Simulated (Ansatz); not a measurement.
# Σ3 (112) boundary in fcc Pt with Bi (substitutional): structure and resistance

Aim: the relaxed structure and the specific resistance of the Σ3 (112) boundary in fcc Pt with Bi (substitutional).

Main program and level: Ansatz 0.2.0; Ansatz plane-wave DFT, PBE, PAW files; relaxation of a bicrystal slab with its lowest layers held; PAW set soft_1, in the first sound run; inputs show where later runs differ.

## (1) Starting point

The cell holds 23 atoms: 22 Pt and 1 Bi. Its edges and angles: a = 2.773 Å, b = 6.793 Å, c = 29.412 Å, α = 90.0°, β = 90.0°, γ = 90.0°. It derives from Pt. built on the (1 1 2) plane; 2 overlapping atoms removed and the grains opened by 0 Å. Vacuum lies along c.

## (2) Relaxing the bicrystal

The boundary is built by mirroring the lower grain in the boundary plane and removing any atoms that overlap; then the Bi is put in at the boundary. A thin bicrystal slab is relaxed first, with the lowest layers held and the upper grain free to shift and open.

The input, input.yaml:

```yaml
crystal:
  lattice:
    - [2.7731313745, 0.0, 0.0]
    - [0.0, 6.7927568571, 0.0]
    - [0.0, 0.0, 29.4122836744]
  atoms:
    - { symbol: Pt, position: [2.0e-10, 0.3333333333, 0.1699970004] }
    - { symbol: Pt, position: [0.5000000002, 0.0, 0.1972146786] }
    - { symbol: Pt, position: [1.0e-10, 0.6666666667, 0.2244323569] }
    - { symbol: Pt, position: [0.5000000001, 0.3333333333, 0.2516500351] }
    - { symbol: Pt, position: [1.0e-10, 0.0, 0.2788677133] }
    - { symbol: Pt, position: [0.5000000001, 0.6666666667, 0.3060853915] }
    - { symbol: Pt, position: [1.0e-10, 0.3333333333, 0.3333030697] }
    - { symbol: Pt, position: [0.5000000001, 0.0, 0.360520748] }
    - { symbol: Pt, position: [0.0, 0.6666666667, 0.3877384262] }
    - { symbol: Pt, position: [0.5, 0.3333333333, 0.4149561044] }
    - { symbol: Bi, position: [0.0, 0.0, 0.4421737826] }
    - { symbol: Pt, position: [0.0, 0.6666666667, 0.4966091391] }
    - { symbol: Pt, position: [0.5000000001, 0.0, 0.5238268173] }
    - { symbol: Pt, position: [1.0e-10, 0.3333333333, 0.5510444955] }
    - { symbol: Pt, position: [0.5000000001, 0.6666666667, 0.5782621737] }
    - { symbol: Pt, position: [1.0e-10, 0.0, 0.605479852] }
    - { symbol: Pt, position: [0.5000000001, 0.3333333333, 0.6326975302] }
    - { symbol: Pt, position: [1.0e-10, 0.6666666667, 0.6599152084] }
    - { symbol: Pt, position: [0.5000000002, 0.0, 0.6871328866] }
    - { symbol: Pt, position: [2.0e-10, 0.3333333333, 0.7143505648] }
    - { symbol: Pt, position: [0.5000000002, 0.6666666667, 0.7415682431] }
    - { symbol: Pt, position: [2.0e-10, 0.0, 0.7687859213] }
    - { symbol: Pt, position: [0.5000000002, 0.3333333333, 0.7960035995] }
kpoints:
  mp_grid: { grid: [8, 4, 1] }
hamiltonian:
  xc: pbe
  pseudopotentials: { kind: paw, azcp: { folder: soft_1 } }
scf:
  occupations: { method: fermi_dirac, width: 0.1 }
relax:
  f_tol: 0.03
  max_steps: 80
  constraints: [{ sites: [0, 1, 2, 3] }]
```

Launch:

```bash
> ansatz run input.yaml --threads 4 --pin off --max-ram 15360MiB --backend cpu --events-out ev --progress --plain --runs-dir out
```

Numbers of over 12 decimals in the logs are rounded to 6 here.

The log of the run:

```text
Engine: ansatz 0.2.0, aarch64-unknown-linux-gnu
Pseudopotentials: kind: paw
Pseudopotential: Pt, paw, valence charge 18, recommended cutoff 420 eV (normal), soft_1/Pt.paw.azcp
Pseudopotential: Bi, paw, valence charge 15, recommended cutoff 420 eV (normal), soft_1/Bi.paw.azcp
Functional definition: PBE
  parameter kappa = 0.804
  parameter beta = 0.066725
  exchange = pbe_x(kappa = kappa, mu = beta*pi^2/3)
  correlation = pbe_c(beta = beta)
Crystal: 23 atoms, lattice volume = 554.045 Å³
Basis set: ecut = 420 eV, 10909 PW (Γ), exchange–correlation on 40×96×400 points (8 copies of the dense FFT grid, shifted against one another)
Bands: 247, of which v1, the nominal top of the filled ones, is band 206 counted from 1 (205 counted from 0)
Symmetry: 2 space group operations
Space group: Pm (ITA 6), of the structure as read, at distance tolerance 8.2e-5 Å
k-points: 15 of 32 (time reversal used)
Non-local potential: Pt, projectors of the file, l = 0: 3, l = 1: 2, l = 2: 2, l = 3: 1
Non-local potential: Bi, projectors of the file, l = 0: 2, l = 1: 2, l = 2: 2, l = 3: 1
PAW form: soft (Blöchl's): semilocal exchange-correlation on the pseudo side does not see the compensation charge
PAW one-centre angular grid: Pt, 590 points (default); XC on 64 Gauss nodes
PAW one-centre angular grid: Bi, 590 points (default); XC on 64 Gauss nodes
Initial density: superposition of atomic densities (neutral atoms: chi_scale 0, normalization atom)
Initial wavefunctions: pseudopotential atomic-orbital guess
Functional: x = pbe(κ = 0.804, μ = 0.219515), c = pbe(β = 0.066725)
SCF iter   1: F=—  HF=-287943.503267 eV  |F-HF|=—  |Δ(HF+E_count)|=         —  Δρ=6.76e-2  dr2=3.55e1  ethr=3.10e-3  ⟨swp⟩=6.2  Hψ=14137  notcnv=0  defer=127
preconditioner: auto → LDOS  [metal: Δε(μ)=0.009 eV  Ē_g=8.520 eV  σ=0.100 eV  W_gap=0.02  n_scr=162 (ndim 8)  ℏωp=24.2 eV  f_vac=0.312  D(μ)=34.93/eV (n_scr^D=374)  β→1.0]
SCF iter   2: F=—  HF=-287941.523195 eV  |F-HF|=—  |Δ(HF+E_count)|=    1.98e0  Δρ=5.28e-2  dr2=1.69e1  ethr=3.10e-3  ⟨swp⟩=3.1  Hψ=8722  notcnv=0  defer=289
SCF iter   3: F=—  HF=-287936.670375 eV  |F-HF|=—  |Δ(HF+E_count)|=    4.85e0  Δρ=1.05e-2  dr2=1.51e0  ethr=3.10e-3  ⟨swp⟩=2.0  Hψ=6876  notcnv=0  defer=315
SCF iter   4: F=—  HF=-287936.506442 eV  |F-HF|=—  |Δ(HF+E_count)|=   1.64e-1  Δρ=3.24e-3  dr2=2.95e-1  ethr=3.67e-4  ⟨swp⟩=2.5  Hψ=6452  notcnv=0  defer=311
SCF iter   5: F=—  HF=-287936.473403 eV  |F-HF|=—  |Δ(HF+E_count)|=   3.30e-2  Δρ=1.40e-3  dr2=3.05e-2  ethr=7.18e-5  ⟨swp⟩=2.0  Hψ=5044  notcnv=0  defer=311
SCF iter   6: F=—  HF=-287936.471239 eV  |F-HF|=—  |Δ(HF+E_count)|=   2.16e-3  Δρ=5.53e-4  dr2=4.05e-3  ethr=7.42e-6  ⟨swp⟩=2.0  Hψ=5098  notcnv=0  defer=311
SCF iter   7: F=—  HF=-287936.469498 eV  |F-HF|=—  |Δ(HF+E_count)|=   1.74e-3  Δρ=2.45e-4  dr2=8.95e-4  ethr=9.85e-7  ⟨swp⟩=2.0  Hψ=5084  notcnv=0  defer=311
SCF iter   8: F=—  HF=-287936.469499 eV  |F-HF|=—  |Δ(HF+E_count)|=   1.09e-6  Δρ=1.03e-4  dr2=1.35e-4  ethr=2.18e-7  ⟨swp⟩=2.1  Hψ=5017  notcnv=0  defer=311
SCF iter   9: F=—  HF=-287936.469487 eV  |F-HF|=—  |Δ(HF+E_count)|=   1.17e-5  Δρ=4.65e-5  dr2=2.82e-5  ethr=3.27e-8  ⟨swp⟩=2.1  Hψ=4897  notcnv=0  defer=311
SCF iter  10: F=-287936.469481 eV  HF=-287936.469486 eV  |F-HF|=4.83e-6  |Δ(HF+E_count)|=   1.32e-6  Δρ=1.99e-5  dr2=5.69e-6  ethr=5.47e-9  ⟨swp⟩=4.0  Hψ=11021  notcnv=0
SCF 1 converged in 10 iterations: F = -287936.469481 eV  dr2 = 5.69e-6
  greatest PAW one-centre occupation: 1.000 electrons in one spin orbital (limit 2), on the Pt atom at site 16 (counted from 0), in its partial waves of l = 0
relax step   1: F+E_penalty+E_count = -287936.46948101 eV  Δ(F+E_penalty+E_count) = +0.000e0 eV  max|allowed force component| = 1.418e0 eV/Å  Δτ_max = 0.0000 Å  (10 SCF iters, dr2 threshold 2.25e-5 eV, accepted)
Initial density: handed on by an earlier stage of this run
Initial wavefunctions: those handed on with the density
iter 1 solved again at ethr=2.44e-4 eV; its pass at ethr=3.10e-3 eV (dr2=1.00e0 eV) is discarded
SCF iter   1: F=—  HF=-287937.241967 eV  |F-HF|=—  |Δ(HF+E_count)|=         —  Δρ=1.04e-2  dr2=1.08e0  ethr=2.44e-4  ⟨swp⟩=1.3  Hψ=13811  notcnv=0  defer=305
preconditioner: auto → LDOS  [metal: Δε(μ)=0.005 eV  Ē_g=8.610 eV  σ=0.100 eV  W_gap=0.01  n_scr=162 (ndim 8)  ℏωp=24.2 eV  f_vac=0.309  D(μ)=37.27/eV (n_scr^D=396)  β→1.0]
SCF iter   2: F=—  HF=-287937.216552 eV  |F-HF|=—  |Δ(HF+E_count)|=   2.54e-2  Δρ=3.65e-3  dr2=1.11e-1  ethr=2.44e-4  ⟨swp⟩=2.0  Hψ=5653  notcnv=0  defer=305
SCF iter   3: F=—  HF=-287937.193371 eV  |F-HF|=—  |Δ(HF+E_count)|=   2.32e-2  Δρ=1.77e-3  dr2=5.75e-2  ethr=2.70e-5  ⟨swp⟩=3.1  Hψ=6775  notcnv=0  defer=305
SCF iter   4: F=—  HF=-287937.184183 eV  |F-HF|=—  |Δ(HF+E_count)|=   9.19e-3  Δρ=8.57e-4  dr2=9.92e-3  ethr=1.40e-5  ⟨swp⟩=2.1  Hψ=5281  notcnv=0  defer=307
SCF iter   5: F=—  HF=-287937.183054 eV  |F-HF|=—  |Δ(HF+E_count)|=   1.13e-3  Δρ=2.69e-4  dr2=1.55e-3  ethr=2.41e-6  ⟨swp⟩=2.0  Hψ=5191  notcnv=0  defer=307
SCF iter   6: F=—  HF=-287937.182932 eV  |F-HF|=—  |Δ(HF+E_count)|=   1.22e-4  Δρ=9.69e-5  dr2=1.55e-4  ethr=3.78e-7  ⟨swp⟩=2.1  Hψ=5032  notcnv=0  defer=307
SCF iter   7: F=-287937.182899 eV  HF=-287937.182921 eV  |F-HF|=2.24e-5  |Δ(HF+E_count)|=   1.13e-5  Δρ=4.01e-5  dr2=2.55e-5  ethr=2.43e-8  ⟨swp⟩=3.0  Hψ=13365  notcnv=0
SCF 2 converged in 7 iterations: F = -287937.182899 eV  dr2 = 2.55e-5
  greatest PAW one-centre occupation: 1.000 electrons in one spin orbital (limit 2), on the Pt atom at site 4 (counted from 0), in its partial waves of l = 0
relax step   2: F+E_penalty+E_count = -287937.18289881 eV  Δ(F+E_penalty+E_count) = -7.134e-1 eV  max|allowed force component| = 9.300e-1 eV/Å  Δτ_max = 0.1944 Å  (7 SCF iters, dr2 threshold 1.00e-4 eV, accepted)
iter 1 solved again at ethr=1.84e-4 eV; its pass at ethr=3.10e-3 eV (dr2=7.58e-1 eV) is discarded
SCF iter   1: F=—  HF=-287937.683922 eV  |F-HF|=—  |Δ(HF+E_count)|=         —  Δρ=1.12e-2  dr2=6.20e-1  ethr=1.84e-4  ⟨swp⟩=1.9  Hψ=13994  notcnv=0  defer=298
preconditioner: auto → LDOS  [metal: Δε(μ)=0.004 eV  Ē_g=8.560 eV  σ=0.100 eV  W_gap=0.01  n_scr=162 (ndim 8)  ℏωp=24.2 eV  f_vac=0.307  D(μ)=36.72/eV (n_scr^D=396)  β→1.0]
SCF iter   2: F=—  HF=-287937.654051 eV  |F-HF|=—  |Δ(HF+E_count)|=   2.99e-2  Δρ=3.93e-3  dr2=1.63e-1  ethr=1.51e-4  ⟨swp⟩=2.1  Hψ=6164  notcnv=0  defer=298
SCF iter   3: F=—  HF=-287937.617159 eV  |F-HF|=—  |Δ(HF+E_count)|=   3.69e-2  Δρ=1.49e-3  dr2=3.72e-2  ethr=3.97e-5  ⟨swp⟩=2.9  Hψ=6832  notcnv=0  defer=298
SCF iter   4: F=—  HF=-287937.609876 eV  |F-HF|=—  |Δ(HF+E_count)|=   7.28e-3  Δρ=5.49e-4  dr2=3.30e-3  ethr=9.05e-6  ⟨swp⟩=2.6  Hψ=5813  notcnv=0  defer=299
[...]
relax step   8: F+E_penalty+E_count = -287938.21236428 eV  Δ(F+E_penalty+E_count) = -6.344e-2 eV  max|allowed force component| = 1.145e-1 eV/Å  Δτ_max = 0.1996 Å  (8 SCF iters, dr2 threshold 3.85e-6 eV, accepted)
relax step   9: F+E_penalty+E_count = -287938.26165859 eV  Δ(F+E_penalty+E_count) = -4.929e-2 eV  max|allowed force component| = 8.907e-2 eV/Å  Δτ_max = 0.1949 Å  (8 SCF iters, dr2 threshold 5.15e-6 eV, accepted)
relax step  10: F+E_penalty+E_count = -287938.29712508 eV  Δ(F+E_penalty+E_count) = -3.547e-2 eV  max|allowed force component| = 7.823e-2 eV/Å  Δτ_max = 0.1934 Å  (8 SCF iters, dr2 threshold 4.80e-6 eV, accepted)
relax step  11: F+E_penalty+E_count = -287938.32456922 eV  Δ(F+E_penalty+E_count) = -2.744e-2 eV  max|allowed force component| = 6.758e-2 eV/Å  Δτ_max = 0.1949 Å  (8 SCF iters, dr2 threshold 3.70e-6 eV, accepted)
relax step  12: F+E_penalty+E_count = -287938.34629170 eV  Δ(F+E_penalty+E_count) = -2.172e-2 eV  max|allowed force component| = 7.081e-2 eV/Å  Δτ_max = 0.1941 Å  (8 SCF iters, dr2 threshold 3.41e-6 eV, accepted)
relax step  13: F+E_penalty+E_count = -287938.35698909 eV  Δ(F+E_penalty+E_count) = -1.070e-2 eV  max|allowed force component| = 1.156e-1 eV/Å  Δτ_max = 0.1927 Å  (8 SCF iters, dr2 threshold 3.74e-6 eV, accepted)
relax step  14: F+E_penalty+E_count = -287938.36337040 eV  Δ(F+E_penalty+E_count) = -6.381e-3 eV  max|allowed force component| = 4.560e-2 eV/Å  Δτ_max = 0.1639 Å  (8 SCF iters, dr2 threshold 1.34e-5 eV, accepted)
relax step  15: F+E_penalty+E_count = -287938.36259569 eV  Δ(F+E_penalty+E_count) = +7.747e-4 eV  max|allowed force component| = 8.169e-2 eV/Å  Δτ_max = 0.0716 Å  (10 SCF iters, rejected (line search))
relax step  16: F+E_penalty+E_count = -287938.36483456 eV  Δ(F+E_penalty+E_count) = -1.464e-3 eV  max|allowed force component| = 6.418e-3 eV/Å  Δτ_max = 0.0348 Å  (9 SCF iters, accepted)
SCF iter   1: F=—  HF=-287938.377145 eV  |F-HF|=—  |Δ(HF+E_count)|=         —  Δρ=3.81e-3  dr2=4.60e-2  ethr=1.10e-4  ⟨swp⟩=3.6  Hψ=7251  notcnv=0  defer=298
preconditioner: auto → LDOS  [metal: Δε(μ)=0.010 eV  Ē_g=8.465 eV  σ=0.100 eV  W_gap=0.02  n_scr=162 (ndim 8)  ℏωp=24.2 eV  f_vac=0.296  D(μ)=36.83/eV (n_scr^D=396)  β→1.0]
SCF iter   2: F=—  HF=-287938.369856 eV  |F-HF|=—  |Δ(HF+E_count)|=   7.29e-3  Δρ=1.16e-3  dr2=9.54e-3  ethr=1.12e-5  ⟨swp⟩=3.0  Hψ=7554  notcnv=0  defer=298
SCF iter   3: F=—  HF=-287938.366562 eV  |F-HF|=—  |Δ(HF+E_count)|=   3.29e-3  Δρ=3.19e-4  dr2=1.00e-3  ethr=2.32e-6  ⟨swp⟩=2.9  Hψ=7107  notcnv=0  defer=298
SCF iter   4: F=—  HF=-287938.366307 eV  |F-HF|=—  |Δ(HF+E_count)|=   2.55e-4  Δρ=9.43e-5  dr2=8.42e-5  ethr=2.44e-7  ⟨swp⟩=2.9  Hψ=7137  notcnv=0  defer=298
SCF iter   5: F=—  HF=-287938.365060 eV  |F-HF|=—  |Δ(HF+E_count)|=   1.25e-3  Δρ=2.96e-5  dr2=1.17e-5  ethr=2.05e-8  ⟨swp⟩=2.2  Hψ=6194  notcnv=0  defer=298
SCF iter   6: F=—  HF=-287938.365060 eV  |F-HF|=—  |Δ(HF+E_count)|=   1.84e-7  Δρ=1.44e-5  dr2=3.15e-6  ethr=2.84e-9  ⟨swp⟩=2.0  Hψ=4841  notcnv=0  defer=298
SCF iter   7: F=—  HF=-287938.365060 eV  |F-HF|=—  |Δ(HF+E_count)|=   1.69e-7  Δρ=6.77e-6  dr2=5.73e-7  ethr=7.67e-10  ⟨swp⟩=1.9  Hψ=4832  notcnv=0  defer=298
SCF iter   8: F=—  HF=-287938.365060 eV  |F-HF|=—  |Δ(HF+E_count)|=   4.84e-8  Δρ=2.37e-6  dr2=1.10e-7  ethr=1.39e-10  ⟨swp⟩=2.1  Hψ=4828  notcnv=0  defer=298
SCF iter   9: F=-287938.365059 eV  HF=-287938.365060 eV  |F-HF|=2.95e-8  |Δ(HF+E_count)|=   3.73e-9  Δρ=1.36e-6  dr2=3.39e-8  ethr=2.43e-11  ⟨swp⟩=4.0  Hψ=10216  notcnv=0
SCF 17 converged in 9 iterations: F = -287938.365059 eV  dr2 = 3.39e-8
relax step  17: F+E_penalty+E_count = -287938.36505947 eV  Δ(F+E_penalty+E_count) = -2.249e-4 eV  max|allowed force component| = 5.400e-3 eV/Å  Δτ_max = 0.0416 Å  (9 SCF iters, accepted)
SCF converged after 9 iterations
Free energy (F): -287938.365059 eV
Harris-Foulkes:  -287938.365060 eV  (|F-HF|=2.95e-8)
Internal energy: -287937.178606 eV  (E = F + TS)
E sigma→0 (E₀):  -287937.771833 eV
Entropy (-TS):   -1.186454 eV (-51.585 meV/atom)
Fermi energy:    12.638524 eV
--- Per-component energies (eV) ---
  E_band       = -7021.119529
  E_kinetic    = 13371.305468
  E_local      = -425990.334749  (includes V_loc(G=0)·N_el)
  E_nonlocal   = 4893.729090
  E_hartree    = 207034.956738
  E_xc         = -5252.057145
  E_vxc        = -6086.328312  (∫ρ·V_xc dr)
  E_paw        = -219307.462711  (= ΣΔE_a)
  E_vpaw       = -7279.409779  (= ΣTr[D̂ρ^β])
  E_aug_tail   = 0.025021  (compensation charges beyond the density's cutoff)
  E_ewald      = 137312.659681
  E_smearing   = -1.186454  (= −TS)
  E_closure    = 0.000000  (closes the sum)
  Σ components = -287938.365059   (vs F -287938.365059, Δ=0.00e0)
--- Forces (eV/Å), atoms counted from 1 ---
  atom   1  Pt    -0.00000000    -0.21955094     0.44143194
  atom   2  Pt    -0.00000000    -0.12490867    -0.23550555
  atom   3  Pt     0.00000000     0.14852455    -0.71806144
  atom   4  Pt     0.00000000     0.19417364     0.51174655
  atom   5  Pt    -0.00000000    -0.00072157     0.00181557
  atom   6  Pt     0.00000000     0.00203753     0.00315885
  atom   7  Pt    -0.00000000     0.00061876     0.00068172
  atom   8  Pt    -0.00000000    -0.00089586     0.00186636
  atom   9  Pt     0.00000000     0.00155546    -0.00303690
  atom  10  Pt    -0.00000000     0.00310196    -0.00142648
  atom  11  Bi    -0.00000000    -0.00539983     0.00258267
  atom  12  Pt     0.00000000    -0.00012658    -0.00338484
  atom  13  Pt     0.00000000     0.00051075    -0.00298385
  atom  14  Pt    -0.00000000    -0.00066883    -0.00227698
  atom  15  Pt    -0.00000000     0.00418365    -0.00031600
  atom  16  Pt     0.00000000    -0.00286210    -0.00003561
  atom  17  Pt     0.00000000     0.00063853     0.00514609
  atom  18  Pt     0.00000000     0.00076275    -0.00050809
  atom  19  Pt    -0.00000000     0.00041695     0.00008679
  atom  20  Pt    -0.00000000    -0.00156777    -0.00125349
  atom  21  Pt    -0.00000000    -0.00038979    -0.00006327
  atom  22  Pt    -0.00000000     0.00001032    -0.00031702
  atom  23  Pt     0.00000000     0.00051816     0.00064837
  max |Σ_I F_I| component: 3.89e-5 eV/Å
--- Relaxed structure (17 steps of the walk, 16 accepted, 0 SCFs on fresh bases) ---
  F+E_penalty+E_count = -287938.36505947 eV   max|allowed force component| = 5.400e-3 eV/Å
  atoms:
    - { symbol: Pt, position: [0.0, 0.333333, 0.1699970004] }
    - { symbol: Pt, position: [0.500000, 0.0, 0.197215] }
    - { symbol: Pt, position: [0, 0.666667, 0.2244323569] }
    - { symbol: Pt, position: [0.500000, 0.333333, 0.251650] }
    - { symbol: Pt, position: [-1.3817217408668877e-18, -0.00508083, 0.280222] }
    - { symbol: Pt, position: [0.500000, 0.659279, 0.309164] }
    - { symbol: Pt, position: [-2.0191161964688886e-18, 0.325909, 0.337935] }
    - { symbol: Pt, position: [0.500000, -0.00545395, 0.364387] }
    - { symbol: Pt, position: [2.7124945693454283e-19, 0.667664, 0.393675] }
    - { symbol: Pt, position: [0.500000, 0.338702, 0.422809] }
    - { symbol: Bi, position: [-1.1786392974437985e-17, -0.043341, 0.462259] }
    - { symbol: Pt, position: [-7.675715851696696e-17, 0.384417, 0.502581] }
    - { symbol: Pt, position: [0.500000, -0.286237, 0.533045] }
    - { symbol: Pt, position: [-7.893274646900918e-17, 0.043084, 0.560677] }
    - { symbol: Pt, position: [0.500000, 0.375455, 0.586241] }
    - { symbol: Pt, position: [-7.881033115063377e-17, -0.289799, 0.618007] }
    - { symbol: Pt, position: [0.500000, 0.046918, 0.644941] }
    - { symbol: Pt, position: [-7.768178138059072e-17, 0.381017, 0.672012] }
    - { symbol: Pt, position: [0.500000, -0.293829, 0.701926] }
    - { symbol: Pt, position: [-7.688449583515947e-17, 0.050616, 0.726294] }
    - { symbol: Pt, position: [0.500000, 0.372817, 0.762366] }
    - { symbol: Pt, position: [-8.266817480230384e-17, -0.303985, 0.785775] }
    - { symbol: Pt, position: [0.500000, 0.023890, 0.806150] }
```

Wall time 19 min (4 threads of Arm Neoverse V1, shared host); peak memory 3.3 GiB; 74 min of CPU time.

The steps of the relaxation:

| step | energy less that of the first step (eV) | largest force component (eV/Å) |
| --- | --- | --- |
| 1 | 0.0000 | 1.4177 |
| 2 | -0.7134 | 0.9300 |
| 3 | -1.1399 | 0.4520 |
| 4 | -1.3603 | 0.3896 |
| 5 | -1.5043 | 0.2334 |
| 6 | -1.6030 | 0.1582 |
| 7 | -1.6794 | 0.0991 |
| 8 | -1.7429 | 0.1145 |
| 9 | -1.7922 | 0.0891 |
| 10 | -1.8276 | 0.0782 |
| 11 | -1.8551 | 0.0676 |
| 12 | -1.8768 | 0.0708 |
| 13 | -1.8875 | 0.1156 |
| 14 | -1.8939 | 0.0456 |
| 15 | -1.8931 | 0.0817 |
| 16 | -1.8954 | 0.0064 |
| 17 | -1.8956 | 0.0054 |

Relaxation step 15 was tried and not accepted.

The run keeps the 2 symmetry operations that it works with, so distortions that break them were not tested.

The atoms that moved most (Å):

| atom | dx | dy | dz | length |
| --- | --- | --- | --- | --- |
| Pt22 | 0.000 | -2.065 | 0.500 | 2.125 |
| Pt23 | 0.000 | -2.102 | 0.298 | 2.123 |
| Pt21 | 0.000 | -1.996 | 0.612 | 2.088 |
| Pt19 | 0.000 | -1.996 | 0.435 | 2.043 |
| Pt16 | 0.000 | -1.969 | 0.368 | 2.003 |
| Pt15 | 0.000 | -1.978 | 0.235 | 1.992 |
| Pt14 | 0.000 | -1.972 | 0.283 | 1.992 |
| Pt17 | 0.000 | -1.946 | 0.360 | 1.979 |

This step gave:

```yaml
free_energy: -287938.3651 eV
energy_at_zero_smearing: -287937.7718 eV
fermi_energy: 12.64 eV
```

The largest force component on a free atom ends at 0.0054 eV/Å, under the tolerance of 0.03, after 17 steps.

(Continued in part 2 of 2.)

[Logs are printed without paths, hosts, clocks, repeated set-up lines and the standing remarks that a program may print on its own settings, such as how far it seeks lower states.]

[Hosts, paths, dates, database ids (printed as entryN), source tags and the programs' standing remarks are cut or masked in the printed files.]
